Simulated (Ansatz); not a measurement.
RbBr: energy along a strain

RbBr, Fm-3m, a = 6.855 Å (as given, not relaxed at this level: -0.1 GPa). Ansatz: PBEsol, PAW, 420 eV, Γ-centred 6×6×6 mesh on 2 atoms, Gaussian smearing 0.05 eV; no spin polarisation. Cell vectors (Å): 0.000 3.428 3.428; 3.428 0.000 3.428; 3.428 3.428 0.000. The cell is strained by x per cent times the pattern (1 0 0 0 0 0) in the order xx yy zz yz xz xy (engineering shears), with fractional coordinates held. y is the free energy over the start, V0 = 40.265 Å³/atom. Points with a strain past 8.5 % were computed too (3) and aren't used here.

```
x (%) y (meV/atom)
-7.50         32.91
-5.00         12.45
-2.50          2.51
 0.00          0.00
 2.50             ?
 5.00          8.75
 7.50         17.06
```

**Question.** Fit y = c1 x + c2 x² + c3 x³ to the other rows, get the stiffness along the pattern, and predict the missing energy.

**Answer.** Least squares on the rows shown. y = 0.19547 x + 0.44076 x² − 0.022285 x³. The clamped-ion stiffness p·C·p = 2 × 4.408 eV × 160.2 / 40.265 Å³ = 35 GPa, which is C11 in these axes; c1 is there for the stress left in the start, which by itself gives a slope of 0.16 meV/atom per %. With a term in x⁴ added, the coefficient of x² becomes 0.4083, 7 % less, which shows how far this figure hangs on the form. At x = 2.50 the fit asked for gives 2.90 meV/atom. The run gave 2.65 meV/atom, so the fit is 0.25 meV/atom too high, within the rms miss on the fitted rows (0.30 meV/atom).